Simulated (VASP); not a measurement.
# Sc (I4/mmm) in VASP: settings compared

One crystal, Sc, is run at these levels: PBE, LDA+U, r2SCAN+D3(BJ); tasks: single point, relaxation of the atoms.

Program: VASP 6.6.1. These are calculated values, not measurements. Logs are shortened: lines on timing, memory, paths and dates and some standing lists are left out, and cuts for length are marked.

**1. The crystal as given**

Symmetry: I4/mmm, No. 139, tetragonal system. Conventional cell: a = 3.834 Å, b = 3.834 Å, c = 3.435 Å, α = 90.00°, β = 90.00°, γ = 90.00°. Sc (site symmetry 4/mmm) has 10 Sc at 3.21 to 3.44 Å as nearest neighbours.

This isn't the form of Sc at room conditions, which is hcp.

**2. Single point, PBE**

Input file run.py:

```python
from ase.calculators.vasp import Vasp
from ase.dft.bandgap import bandgap
from ase.io import read

atoms = read('Sc.cif')
calc = Vasp(
    directory='calc',
    xc='pbe',
    pp='PBE',
    setups='recommended',
    prec='Accurate',
    encut=520,
    ediff=1e-07,
    ismear=0,
    sigma=0.05,
    lreal=False,
    lasph=True,
    nelm=80,
    algo='Normal',
    isif=2,
    lwave=False,
    lcharg=True,
    lelf=True,
    lvhar=True,
    kpts=[10, 10, 10],
    gamma=True,
)
atoms.calc = calc

print('energy (eV):', atoms.get_potential_energy())
print('free energy (eV):', atoms.get_potential_energy(force_consistent=True))
print('forces (eV/A):')
print(atoms.get_forces())
print('stress (eV/A^3, Voigt):', atoms.get_stress())
print('Fermi level (eV):', calc.get_fermi_level())
gap, top, bottom = bandgap(calc)
print('band gap (eV):', gap, 'from (spin, k, band)', top, 'to', bottom)
```

Input file Sc.cif:

```cif
data_Sc
_cell_length_a 3.20959714
_cell_length_b 3.20959714
_cell_length_c 3.20959714
_cell_angle_alpha 106.64142828
_cell_angle_beta 106.64142828
_cell_angle_gamma 115.29237643
_space_group_name_H-M_alt 'P1'
_space_group_name_Hall 'P 1'
_space_group_IT_number 1
loop_
_space_group_symop_operation_xyz
'x,y,z'
loop_
_atom_site_label
_atom_site_type_symbol
_atom_site_symmetry_multiplicity
_atom_site_Wyckoff_symbol
_atom_site_fract_x
_atom_site_fract_y
_atom_site_fract_z
_atom_site_occupancy
Sc1 Sc 1 a 0.0000000000 0.0000000000 0.0000000000 1
```

Potentials or basis: VASP PAW PBE potentials, release 64 (Sc_sv).

Started as:

```
$ python run.py
```

Standard output:

```text
energy (eV): -6.13879193
free energy (eV): -6.1403897
forces (eV/A):
[[0. 0. 0.]]
stress (eV/A^3, Voigt): [ 0.00547901  0.00331752  0.00692788 -0.         -0.         -0.00228712]
Fermi level (eV): 3.64402223
band gap (eV): 0.0 from (spin, k, band) (None, None, None) to (None, None, None)
```

OUTCAR:

```text
ENCUT = 520.000000
   EDIFF = 1.00e-07
   GGA = PE
   PREC = Accurate
   ISIF = 2
   ISMEAR = 0
   NELM = 80
   LASPH = .TRUE.
   LREAL = .FALSE.

 ion  position               nearest neighbor table
   1  0.000  0.000  0.000-

  LATTYP: Found a body centered tetragonal cell.
 ALAT       =     3.8344109688
 C/A-ratio  =     0.8958888406

  Lattice vectors:

 A1 = (   3.2095971400,   0.0000000000,   0.0000000000)
 A2 = (  -1.3712604688,   2.9019232464,   0.0000000000)
 A3 = (  -0.9191683359,  -1.4509616237,   2.7113379977)

Analysis of symmetry for initial positions (statically):
=====================================================================
 Subroutine PRICEL returns:
 Original cell was already a primitive cell.

 Routine SETGRP: Setting up the symmetry group for a
 body centered tetragonal supercell.

 Subroutine GETGRP returns: Found 16 space group operations
 (whereof 16 operations were pure point group operations)
 out of a pool of 16 trial point group operations.

The static configuration has the point symmetry D_4h.

Analysis of symmetry for dynamics (positions and initial velocities):
=====================================================================
 Subroutine PRICEL returns:
 Original cell was already a primitive cell.

 Routine SETGRP: Setting up the symmetry group for a
 body centered tetragonal supercell.

 Subroutine GETGRP returns: Found 16 space group operations
 (whereof 16 operations were pure point group operations)
 out of a pool of 16 trial point group operations.

The dynamic configuration has the point symmetry D_4h.

 Subroutine INISYM returns: Found 16 space group operations
 (whereof 16 operations are pure point group operations),
 and found     1 'primitive' translations

----------------------------------------------------------------------------------------

                                     Primitive cell

  volume of cell :      25.2534

  direct lattice vectors                    reciprocal lattice vectors
     3.209597140  0.000000000  0.000000000     0.311565582  0.147225660  0.184410797
    -1.371260469  2.901923246  0.000000000     0.000000000  0.344599052  0.184410797
    -0.919168336 -1.450961624  2.711337998     0.000000000  0.000000000  0.368821593

  length of vectors
     3.209597140  3.209597140  3.209597140     0.390839927  0.390839927  0.368821593

  position of ions in fractional coordinates (direct lattice)
     0.000000000  0.000000000  0.000000000

  ion indices of the primitive-cell ions
   primitive index   ion index
                 1           1

----------------------------------------------------------------------------------------

 KPOINTS: KPOINTS created by Atomic Simulation Env

Automatic generation of k-mesh.
 Grid dimensions read from file:
 generate k-points for:   10   10   10

 Generating k-lattice:

  Cartesian coordinates                     Fractional coordinates (reciprocal lattice)
     0.031156558  0.014722566  0.018441080     0.100000000 -0.000000000 -0.000000000
     0.000000000  0.034459905  0.018441080     0.000000000  0.100000000  0.000000000
     0.000000000  0.000000000  0.036882159     0.000000000  0.000000000  0.100000000

  Length of vectors
     0.039083993  0.039083993  0.036882159

  Shift w.r.t. Gamma in fractional coordinates (k-lattice)
     0.000000000  0.000000000  0.000000000

 Subroutine IBZKPT returns following result:
 ===========================================

 Found    102 irreducible k-points:

 Following reciprocal coordinates:
            Coordinates               Weight
  0.000000  0.000000  0.000000      1.000000
  0.100000 -0.000000  0.000000      8.000000
  0.200000 -0.000000  0.000000      8.000000
  0.300000 -0.000000  0.000000      8.000000
  0.400000 -0.000000  0.000000      8.000000
  0.500000 -0.000000  0.000000      4.000000
[... 16 lines left out ...]
  0.300000  0.300000  0.000000      8.000000
  0.400000  0.300000  0.000000     16.000000
 [... further k-points ...]
   k-points           NKPTS =    102   k-points in BZ     NKDIM =    102   number of bands    NBANDS=      9
   number of dos      NEDOS =    301   number of ions     NIONS =      1
   total plane-waves  NPLWV =  13824
   dimension x,y,z NGX =    24 NGY =   24 NGZ =   24
   dimension x,y,z NGXF=    48 NGYF=   48 NGZF=   48
   ions per type =               1
   NGX,Y,Z   is equivalent  to a cutoff of  12.43, 12.43, 12.43 a.u.
   NGXF,Y,Z  is equivalent  to a cutoff of  24.86, 24.86, 24.86 a.u.
 SYSTEM =  unknown system
   PREC   = accura    normal or accurate (medium, high low for compatibility)
   ISTART =      0    job   : 0-new  1-cont  2-samecut
   ICHARG =      2    charge: 1-file 2-atom 10-const
   ISPIN  =      1    spin polarized calculation?
   LNONCOLLINEAR =      F non collinear calculations
   LSORBIT =      F    spin-orbit coupling
   LASPH  =      T    aspherical Exc in radial PAW
   ENCUT  =  520.0 eV  38.22 Ry    6.18 a.u.   5.97  5.97  5.97*2*pi/ulx,y,z
   NELM   =     80;   NELMIN=  2; NELMDL= -5     # of ELM steps
   EDIFF  = 0.1E-06   stopping-criterion for ELM
   LREAL  =      F    real-space projection
   EDIFFG = 0.1E-05   stopping-criterion for IOM
   NSW    =      0    number of steps for IOM
   IBRION =     -1    ionic relax: 0-MD 1-quasi-New 2-CG
   NFREE  =      0    steps in history (QN), initial steepest desc. (CG)
   ISIF   =      2    stress and relaxation
   ISYM   =      2    0-nonsym 1-usesym 2-fastsym
   POTIM  = 0.5000    time-step for ionic-motion
   TEBEG  =    0.0;   TEEND  =   0.0 temperature during run
   PSTRESS=    0.0 pullay stress
   NELECT =      11.0000    total number of electrons
   NUPDOWN=      -1.0000    fix difference up-down
   EMIN   =  10.00;   EMAX   =-10.00  energy-range for DOS
   EFERMI =   0.00;   METHOD = LEGACY
   ISMEAR =     0;   SIGMA  =   0.05  broadening in eV -4-tet -1-fermi 0-gaus
   EFERMI_NEDOS =   21; number of points for ismear=-14 and -15
   IALGO  =     38    algorithm
   IMIX   =      4    mixing-type and parameters
     AMIX     =   0.40;   BMIX     =  1.00
     AMIX_MAG =   1.60;   BMIX_MAG =  1.00
  volume/ion in A,a.u.               =      25.25       170.42
  Fermi-wavevector in a.u.,A,eV,Ry     =   1.240983  2.345117 20.953486  1.540038
  Thomas-Fermi vector in A             =   2.375400
   LORBIT       =      0    0 simple, 1 ext, 2 COOP (PROOUT), +10 PAW based schemes
   GGA     = PE    functional components
   LHFCALC =     F    Hartree Fock is set to
   AEXX    =    0.0000 exact exchange contribution
   IVDW    =     0    specifies the selected vdW correction
   LEPSILON=     F    determine dielectric tensor
   LRPA    =     F    only Hartree local field effects (RPA)
 non-spin polarized calculation
 Gauss-broadening in eV      SIGMA  =   0.05
  energy-cutoff  :      520.00
  volume of cell :       25.25
 maximum number of plane-waves:       700
   NGX = 11   NGY = 11   NGZ = 11

 number of electron      11.0000004 magnetization

 Free energy of the ion-electron system (eV)
  ---------------------------------------------------
  ext. energy  EPLUGINS =         0.00000000
  ---------------------------------------------------
  free energy    TOTEN  =        -6.14038970 eV

  energy without entropy =       -6.13719417  energy(sigma->0) =       -6.13879193

 E-fermi :   3.6440     XC(G=0):  -9.7843

 val. band max:        3.6436750193   @ k =  -0.2000  -0.4000   0.1000
 cond. band min:       3.6583306025   @ k =  -0.4000   0.4000   0.1000
 fundamental gap:      0.0146555832
 Fermi energy:         3.6440222299

 k-point     1 :       0.0000    0.0000    0.0000
  band No.  band energies     occupation
      1     -45.9977      2.00000
      2     -24.4284      2.00000
      3     -24.4284      2.00000
      4     -24.3997      2.00000
      5      -1.5373      2.00000
      6       4.6590      0.00000
      7       5.3465      0.00000
      8       5.3465      0.00000
      9       5.9819      0.00000
[... 265 lines left out ...]
 k-point    24 :       0.4000    0.3000    0.0000
  band No.  band energies     occupation
      1     -45.9345      2.00000
      2     -24.6997      2.00000
      3     -24.6260      2.00000
      4     -24.4650      2.00000
      5       2.9001      2.00000
      6       3.4194      2.00000
      7       3.7513      0.00241
      8       6.4310      0.00000
      9       6.6065      0.00000

 [... further k-points ...]

------------------------ aborting loop because EDIFF is reached ----------------------------------------

  FORCE on cell =-STRESS in cart. coord.  units (eV):
  Direction    XX          YY          ZZ          XY          YZ          ZX
  --------------------------------------------------------------------------------------
  -------------------------------------------------------------------------------------
  Total       -0.1383637     -0.0837787     -0.1749525      0.0577576      0.0000000      0.0000000
  in kB       -8.7783452     -5.3152579    -11.0996840      3.6643708      0.0000000      0.0000000
  external PRESSURE =      -8.3977623 kB  Pullay stress =       0.0000000 kB

 VOLUME and BASIS-vectors are now :
 -----------------------------------------------------------------------------
  energy-cutoff  :      520.00
  volume of cell :       25.25
      direct lattice vectors                 reciprocal lattice vectors
     3.209597140  0.000000000  0.000000000     0.311565582  0.147225660  0.184410797
    -1.371260469  2.901923246  0.000000000     0.000000000  0.344599052  0.184410797
    -0.919168336 -1.450961624  2.711337998     0.000000000  0.000000000  0.368821593

 POSITION                                       TOTAL-FORCE (eV/Angst)
 -----------------------------------------------------------------------------------
      0.00000      0.00000      0.00000         0.000000      0.000000      0.000000
 -----------------------------------------------------------------------------------
    total drift:                                0.000000      0.000000      0.000000

  FREE ENERGIE OF THE ION-ELECTRON SYSTEM (eV)
  ---------------------------------------------------
  free  energy   TOTEN  =        -6.1403896971 eV

  energy  without entropy=       -6.1371941693  energy(sigma->0) =       -6.13879193
```

INCAR:

```text
ENCUT = 520.000000
SIGMA = 0.050000
EDIFF = 1.00e-07
ALGO = Normal
GGA = PE
PREC = Accurate
ISIF = 2
ISMEAR = 0
NELM = 80
LASPH = .TRUE.
LCHARG = .TRUE.
LELF = .TRUE.
LVHAR = .TRUE.
LWAVE = .FALSE.
LREAL = .FALSE.
```

Wall time 36 s (1 thread of Intel Xeon Platinum 8175M at 2.50GHz (Skylake/Cascade Lake), shared host); peak memory 0.15 GiB.

Results:

```yaml
Free_energy: -6.1404 eV
Pressure: -0.8 GPa
Band_gap_on_the_k_mesh: none (metal or under the smearing width)
```

**3. Relaxation of the atoms, LDA+U (cell strained at random at fixed volume)**

Input file INCAR:

```
SYSTEM = Sc
PREC     = Accurate       ! precision mode
ENCUT    = 520            ! plane-wave cutoff, eV
EDIFF    = 1E-6           ! SCF threshold, eV
ISMEAR   = 1              ! smearing method
SIGMA    = 0.2            ! smearing width, eV
LREAL    = .False.        ! projectors in reciprocal space
LASPH    = .True.         ! aspherical terms in the spheres
NELM     = 100            ! most SCF steps
ALGO     = Normal         ! electronic algorithm
ISIF     = 2              ! what is computed and relaxed
LWAVE    = .False.        ! write WAVECAR
LCHARG   = .False.        ! write CHGCAR
LMAXMIX  = 4              ! l up to which the mixer works
LDAU     = .True.         ! DFT+U
LDAUTYPE = 2            
LDAUL    = 2              ! shell
LDAUU    = 6.2            ! U, eV
LDAUJ    = 0            
LDAUPRINT= 1            
GGA      = CA             ! functional
IBRION   = 1              ! ionic algorithm
NSW      = 60             ! ionic steps
EDIFFG   = -0.005         ! ionic threshold
NBANDS   = 10             ! bands
POTIM    = 0.2            ! step
```

Input file KPOINTS:

```
regular mesh
0
Gamma
  8 8 8
  0 0 0
```

Input file POSCAR:

```
Sc
1.0
   -1.8837920000      1.9324560000      1.6902850000
    1.8984970000     -1.9216000000      1.6945820000
    1.9289220000      1.9667310000     -1.6781680000
Sc
1
Direct
   -0.0176280000     -0.0211230000     -0.0283010000
```

Potentials or basis: VASP PAW LDA potentials, release 64 (Sc_sv).

Started as:

```
$ cat potpaw_LDA.64/Sc_sv/POTCAR > POTCAR
$ mpirun -np 1 vasp_std > vasp.out
```

Run time: 66 s. Hardware: 1 thread of Intel Xeon Platinum 8175M at 2.50GHz (Skylake/Cascade Lake), shared host; peak memory 0.18 GiB.

It converged, with:

```yaml
Free_energy: -4.2397 eV
Pressure_after_relaxing: 4.8 GPa
Band_gap_on_the_k_mesh: none (metal or under the smearing width)
```

Stress tensor (GPa, compression positive):
```
 2.32 -1.75 -0.26
-1.75  2.41 -0.26
-0.26 -0.26  9.66
```

Final structure:
```
CELL_PARAMETERS angstrom
-1.88379 1.93246 1.69029
1.89850 -1.92160 1.69458
1.92892 1.96673 -1.67817
ATOMIC_POSITIONS crystal
Sc 0.98237 0.97888 0.97170
```

Levels at points of the mesh, in eV from the Fermi level:
```csv
k point,band 1,band 2,band 3,band 4,band 5,band 6,band 7,band 8,band 9,band 10
"(0.00, 0.00, 0.00)",-50.99,-29.71,-29.70,-29.64,-6.03,1.58,2.39,2.60,2.71,3.78
"(0.50, 0.00, 0.00)",-50.93,-30.02,-29.81,-29.71,-1.80,-0.21,0.62,3.23,4.12,4.84
"(0.00, 0.50, 0.00)",-50.93,-30.01,-29.82,-29.71,-1.77,-0.14,0.49,3.39,4.14,4.86
"(0.50, 0.50, 0.00)",-50.94,-30.07,-29.74,-29.69,-2.04,-0.70,1.65,2.56,3.35,4.88
"(0.00, 0.00, 0.50)",-50.94,-30.04,-29.72,-29.69,-2.16,-0.90,1.57,2.65,3.52,4.80
"(0.50, 0.00, 0.50)",-50.93,-30.03,-29.83,-29.70,-1.73,-0.05,0.49,3.34,4.12,4.90
"(0.00, 0.50, 0.50)",-50.93,-30.03,-29.82,-29.70,-1.77,-0.15,0.63,3.19,4.11,4.87
"(0.50, 0.50, 0.50)",-50.90,-29.99,-29.95,-29.82,-1.10,-0.84,3.92,4.31,4.50,4.66
```

Eigenvalues of the final occupation matrices:
```tsv
site	spin	trace	eigenvalues
site 1 d	1	0.32	0.04 0.04 0.05 0.08 0.11
site 1 d	2	0.32	0.04 0.04 0.05 0.08 0.11
```

Caveat: the relaxation stopped at its first step, so nothing moved; U without spin polarisation on a metal has little footing; the U is typed as a test and isn't derived for this compound.

**4. Single point, r2SCAN+D3(BJ) (volume scaled by 1.08)**

Input file INCAR:

```
SYSTEM = Sc
PREC = Accurate ; ENCUT = 520
EDIFF = 1E-6 ; ISMEAR = 1
SIGMA = 0.1 ; LREAL = .FALSE.
LASPH = .TRUE. ; NELM = 100
ALGO = Normal ; ISIF = 2
LWAVE = .FALSE. ; LCHARG = .FALSE.
METAGGA = R2SCAN ; LMIXTAU = .TRUE.
IVDW = 12 ; VDW_S6 = 1.0
VDW_S8 = 0.78981345 ; VDW_A1 = 0.49484001
VDW_A2 = 5.73083694 ; NBANDS = 12
```

Input file KPOINTS:

```
Automatic mesh
0
G
  10 10 10
  0 0 0
```

Input file POSCAR:

```
Sc
1.0
   -1.9670251594      1.9670251594      1.7622358896
    1.9670251594     -1.9670251594      1.7622358896
    1.9670251594      1.9670251594     -1.7622358896
Sc
1
Direct
    0.0000000000      0.0000000000      0.0000000000
```

Potentials or basis: VASP PAW PBE potentials, release 64 (Sc_sv).

Started as:

```
$ cat potpaw_PBE.64/Sc_sv/POTCAR > POTCAR
$ mpirun -np 1 vasp_std > vasp.out
```

Run time: 2.6 min. Hardware: 1 thread of Intel Xeon Platinum 8175M at 2.50GHz (Skylake/Cascade Lake), shared host; peak memory 0.17 GiB.

It converged, with:

```yaml
Free_energy: -11.4070 eV
Pressure: -4.9 GPa
Band_gap_on_the_k_mesh: none (metal or under the smearing width)
Dispersion_energy_per_atom: -0.166 eV
```

Stress tensor (GPa, compression positive):
```
-5.75  0.00  0.00
 0.00 -5.75  0.00
 0.00  0.00 -3.27
```

Levels at points of the mesh, in eV from the Fermi level:
```csv
k point,band 1,band 2,band 3,band 4,band 5,band 6,band 7,band 8,band 9,band 10
"(0.00, 0.00, 0.00)",-52.00,-29.49,-29.49,-29.45,-5.39,1.17,1.83,1.83,2.33,3.05
"(0.50, 0.00, 0.00)",-51.96,-29.76,-29.59,-29.49,-1.63,0.23,0.34,2.71,3.37,3.94
"(0.50, 0.50, 0.00)",-51.97,-29.78,-29.52,-29.48,-1.81,-0.22,1.01,2.26,2.82,3.91
"(0.50, 0.50, 0.50)",-51.93,-29.71,-29.71,-29.61,-1.21,-1.00,3.68,3.68,3.79,5.04
```

Caveat: the PAW data sets were made with another functional, which shifts forces and pressure a little; pairwise dispersion overbinds metals, which lowers pressure and volume.

**5. The runs side by side**

```csv
task,level,potentials or basis,U,cell,k mesh,smearing,other keys,gap on the mesh (eV),pressure (GPa)
single point,PBE,"VASP PAW PBE potentials, release 64 (Sc_sv)",-,as given,10 × 10 × 10,gaussian 0.05 eV,-,none,-0.8
relaxation of the atoms,LDA+U,"VASP PAW LDA potentials, release 64 (Sc_sv)",Sc d U = 6.2 eV,atoms relaxed from: cell strained at random at fixed volume,8 × 8 × 8,methfessel-paxton 0.2 eV,IBRION = 1; POTIM = 0.2; k = 8 × 8 × 8; NBANDS = 10,none,4.8
single point,r2SCAN+D3(BJ),"VASP PAW PBE potentials, release 64 (Sc_sv)",-,volume scaled by 1.08,10 × 10 × 10,methfessel-paxton 0.1 eV,-,none,-4.9
```

Alike in all rows: no spin polarisation; cutoff (eV) 520.

Caveats: the relaxation stopped at its first step, so nothing moved (some runs); U without spin polarisation on a metal has little footing (some runs); the U is typed as a test and isn't derived for this compound (some runs); the PAW data sets were made with another functional, which shifts forces and pressure a little (some runs); pairwise dispersion overbinds metals, which lowers pressure and volume (some runs).

Total energies depend on the potentials used, so only differences within one code and one set of settings carry meaning.
